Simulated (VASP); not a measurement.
# TaS2 (P-3m1) in VASP: a series of runs, part 3 of 3

VASP 6.6.1.

## Step 5: Single point, PBE

File INCAR:

```
SYSTEM = TaS2
PREC = Accurate
ENCUT = 520
EDIFF = 1E-6
ISMEAR = 0
SIGMA = 0.017
LREAL = .False.
LASPH = .True.
NELM = 80
ALGO = Normal
ISIF = 2
LWAVE = .False.
LCHARG = .True.
GGA = PE
LELF = .True.
LVHAR = .True.
NBANDS = 18
```

File KPOINTS:

```
regular mesh
0
Gamma
  9 9 5
  0 0 0
```

File POSCAR:

```
TaS2
1.0
    3.3500000000      0.0000000000      0.0000000000
   -1.6750000000      2.9011851027      0.0000000000
    0.0000000000      0.0000000000      5.8600000000
Ta S
1 2
Direct
    0.0000000000      0.0000000000      0.0000000000
    0.6666666667      0.3333333333      0.7500000000
    0.3333333333      0.6666666667      0.2500000000
```

Potentials or basis: VASP PAW PBE potentials, release 64 (Ta_pv, S).

Started as:

```
cat potpaw_PBE.64/Ta_pv/POTCAR potpaw_PBE.64/S/POTCAR > POTCAR
mpirun -np 1 vasp_std > vasp.out
```

OUTCAR:

```text
SYSTEM = TaS2
   PREC = Accurate
   ENCUT = 520
   EDIFF = 1E-6
   ISMEAR = 0
   LREAL = .False.
   LASPH = .True.
   NELM = 80
   ISIF = 2
   GGA = PE

 ion  position               nearest neighbor table
   1  0.000  0.000  0.000-   2 2.43   3 2.43   2 2.43   3 2.43   2 2.43   3 2.43
   2  0.667  0.333  0.750-   1 2.43   1 2.43   1 2.43
   3  0.333  0.667  0.250-   1 2.43   1 2.43   1 2.43

  LATTYP: Found a hexagonal cell.
 ALAT       =     3.3500000000
 C/A-ratio  =     1.7492537313

  Lattice vectors:

 A1 = (   3.3500000000,   0.0000000000,   0.0000000000)
 A2 = (  -1.6750000000,   2.9011851027,   0.0000000000)
 A3 = (   0.0000000000,   0.0000000000,   5.8600000000)

Analysis of symmetry for initial positions (statically):
=====================================================================
 Subroutine PRICEL returns:
 Original cell was already a primitive cell.

 Routine SETGRP: Setting up the symmetry group for a
 hexagonal supercell.

 Subroutine GETGRP returns: Found 12 space group operations
 (whereof 12 operations were pure point group operations)
 out of a pool of 24 trial point group operations.

[... 165 lines left out ...]

 E-fermi :   5.6697     XC(G=0): -10.5172

 val. band max:        5.6633112950   @ k =   0.2222   0.1111   0.0000
 cond. band min:       5.6720704728   @ k =   0.0000   0.0000   0.4000
 fundamental gap:      0.0087591778
 Fermi energy:         5.6697051554

 k-point     1 :       0.0000    0.0000    0.0000
  band No.  band energies     occupation
      1     -29.6011      2.00000
      2     -29.5799      2.00000
      3     -29.5799      2.00000
      4      -9.4865      2.00000
      5      -7.4017      2.00000
      6      -1.3253      2.00000
[... 481 lines left out ...]
      5      -7.4794      2.00000
      6      -0.2249      2.00000
[... 10 lines left out ...]
     17      12.4286      0.00000
     18      13.1426      0.00000

 [... further k-points ...]

------------------------ aborting loop because EDIFF is reached ----------------------------------------

  FORCE on cell =-STRESS in cart. coord.  units (eV):
  Direction    XX          YY          ZZ          XY          YZ          ZX
  --------------------------------------------------------------------------------------
  -------------------------------------------------------------------------------------
  Total        2.6399136      2.6399136      4.4698263     -0.0000000      0.0000000      0.0000000
  in kB       74.2646999     74.2646999    125.7428696     -0.0000000      0.0000000      0.0000000
  external PRESSURE =      91.4240898 kB  Pullay stress =       0.0000000 kB

 VOLUME and BASIS-vectors are now :
 -----------------------------------------------------------------------------
  energy-cutoff  :      520.00
  volume of cell :       56.95
      direct lattice vectors                 reciprocal lattice vectors
     3.350000000  0.000000000  0.000000000     0.298507463  0.172343364  0.000000000
    -1.675000000  2.901185103  0.000000000     0.000000000  0.344686728  0.000000000
     0.000000000  0.000000000  5.860000000     0.000000000  0.000000000  0.170648464

 POSITION                                       TOTAL-FORCE (eV/Angst)
 -----------------------------------------------------------------------------------
      0.00000      0.00000      0.00000         0.000000      0.000000      0.000000
      1.67500      0.96706      4.39500         0.000000     -0.000000     -1.263793
     -0.00000      1.93412      1.46500        -0.000000      0.000000      1.263793
 -----------------------------------------------------------------------------------
    total drift:                               -0.000000     -0.000000     -0.000000

  FREE ENERGIE OF THE ION-ELECTRON SYSTEM (eV)
  ---------------------------------------------------
  free  energy   TOTEN  =       -23.0125797147 eV

  energy  without entropy=      -23.0121836701  energy(sigma->0) =      -23.01238169
```

OSZICAR:

```text
N       E                     dE             d eps       ncg     rms          rms(c)
DAV:   1     0.153066081970E+03    0.15307E+03   -0.11507E+04  1800   0.115E+03
DAV:   2    -0.176170893476E+02   -0.17068E+03   -0.16728E+03  2326   0.295E+02
DAV:   3    -0.244735775430E+02   -0.68565E+01   -0.67945E+01  2376   0.559E+01
DAV:   4    -0.245524771092E+02   -0.78900E-01   -0.78831E-01  2364   0.653E+00
DAV:   5    -0.245537405474E+02   -0.12634E-02   -0.12633E-02  2314   0.819E-01    0.209E+01
DAV:   6    -0.231228077551E+02    0.14309E+01   -0.54207E+00  2070   0.145E+01    0.108E+01
DAV:   7    -0.230222904513E+02    0.10052E+00   -0.62345E-01  1994   0.472E+00    0.460E+00
DAV:   8    -0.230155460509E+02    0.67444E-02   -0.13158E-01  2242   0.224E+00    0.124E+00
DAV:   9    -0.230127283608E+02    0.28177E-02   -0.85314E-03  2254   0.647E-01    0.496E-01
DAV:  10    -0.230125297690E+02    0.19859E-03   -0.29182E-03  2158   0.323E-01    0.944E-02
DAV:  11    -0.230125581302E+02   -0.28361E-04   -0.27066E-04  1948   0.958E-02    0.285E-02
DAV:  12    -0.230125757078E+02   -0.17578E-04   -0.25633E-05  2190   0.349E-02    0.150E-02
DAV:  13    -0.230125795385E+02   -0.38307E-05   -0.81493E-06  2138   0.195E-02    0.768E-03
DAV:  14    -0.230125797147E+02   -0.17621E-06   -0.86057E-07  1430   0.600E-03
   1 F= -.23012580E+02 E0= -.23012382E+02  d E =-.396045E-03
```

Run time: 47 s. Hardware: 1 thread of Intel Xeon Platinum 8488C (Sapphire Rapids), shared host; peak memory 0.21 GiB.

Results:

```
Free energy            : -23.0126 eV
Pressure               : 9.1 GPa
Largest force          : 1.264 eV/Å
Band gap on the k mesh : none (metal or under the smearing width)
```

Forces on the atoms (eV/Å):
```
Ta   0.000  0.000  0.000
S    0.000  0.000 -1.264
S    0.000  0.000  1.264
```

Stress tensor (GPa, compression positive):
```
 7.43  0.00  0.00
 0.00  7.43  0.00
 0.00  0.00 12.57
```

Levels at points of the mesh, in eV from the Fermi level:
```csv
k point,band 8,band 9,band 10,band 11,band 12,band 13,band 14,band 15
"(0.00, 0.00, 0.00)",-4.27,-1.34,-0.80,-0.80,0.03,0.03,0.28,4.09
```

Caveat: this functional lacks dispersion, which binds the layers, so the pressure and a relaxed spacing across them are unreliable; forces of over 1 eV/Å show positions far from the minimum, so gaps and moduli don't describe the material at rest. The run has no spin-orbit coupling, so splittings on Ta are missing.

## Step 6: Single point, PBE

INCAR: that of step 5 with these lines changed.

```diff
@@ -5,6 +5,6 @@
 ISMEAR = 0
-SIGMA = 0.017
+SIGMA = 0.011
 LREAL = .False.
 LASPH = .True.
-NELM = 80
+NELM = 100
 ALGO = Normal
```

File KPOINTS:

```
Automatic mesh
0
Gamma
  9 9 5
  0 0 0
```

POSCAR is that of step 5.

Potentials or basis: VASP PAW PBE potentials, release 64 (Ta_pv, S).

Started as:

```
cat potpaw_PBE.64/Ta_pv/POTCAR potpaw_PBE.64/S/POTCAR > POTCAR
mpirun -np 1 vasp_std > vasp.out
```

Wall time 51 s (1 thread of Intel Xeon Platinum 8488C (Sapphire Rapids), shared host); peak memory 0.21 GiB.

It converged, with:

- Free energy: -23.0125 eV
- Pressure: 9.1 GPa
- Largest force: 1.267 eV/Å
- Band gap on the k mesh: none (metal or under the smearing width)

Forces on the atoms (eV/Å):
```
Ta   0.000  0.000  0.000
S    0.000  0.000 -1.267
S    0.000  0.000  1.267
```

Stress tensor (GPa, compression positive):
```
 7.41  0.00  0.00
 0.00  7.41  0.00
 0.00  0.00 12.60
```

Levels at points of the mesh, in eV from the Fermi level:
| k point | band 7 | band 8 | band 9 | band 10 | band 11 | band 12 | band 13 | band 14 | band 15 | band 16 |
| --- | --- | --- | --- | --- | --- | --- | --- | --- | --- | --- |
| (0.00, 0.00, 0.00) | -4.27 | -4.27 | -1.34 | -0.79 | -0.79 | 0.03 | 0.03 | 0.28 | 4.09 | 4.09 |

Caveat: this functional lacks dispersion, which binds the layers, so the pressure and a relaxed spacing across them are unreliable; forces of over 1 eV/Å show positions far from the minimum, so gaps and moduli don't describe the material at rest. The run has no spin-orbit coupling, so splittings on Ta are missing.

## Step 7: Overview

| task | level | cell | cutoff (eV) | smearing | gap on the mesh (eV) | pressure (GPa) | relaxed volume (Å³/atom) | largest force (eV/Å) |
| --- | --- | --- | --- | --- | --- | --- | --- | --- |
| relaxation of cell and atoms | PBE+TS | relaxed | 600 | fermi-dirac 0.05 eV | none | 0.0 | 18.61 | 0.01 |
| relaxation of cell and atoms | PBEsol+D3 | relaxed | 600 | fermi-dirac 0.05 eV | none | 0.1 | 17.89 | 0.01 |
| relaxation of cell and atoms | PBEsol+D3(BJ) | relaxed | 600 | fermi-dirac 0.05 eV | none | -0.1 | 17.39 | - |
| single point | PBE | as given | 520 | gaussian 0.017 eV | none | 9.1 | - | 1.26 |
| single point | PBE | as given | 520 | gaussian 0.011 eV | none | 9.1 | - | 1.27 |

Alike in all rows: potentials or basis VASP PAW PBE potentials, release 64 (Ta_pv, S); no spin polarisation; k mesh 9 × 9 × 5.

Caveats: the PAW data sets were made with another functional, which shifts forces and pressure a little (some runs); this functional lacks dispersion, which binds the layers, so the pressure and a relaxed spacing across them are unreliable (some runs); forces of over 1 eV/Å show positions far from the minimum, so gaps and moduli don't describe the material at rest (some runs); atom-pairwise D2, TS and ULG terms overbind metals (some runs).

Total energies depend on the potentials used, so only differences within one code and one set of settings carry meaning.
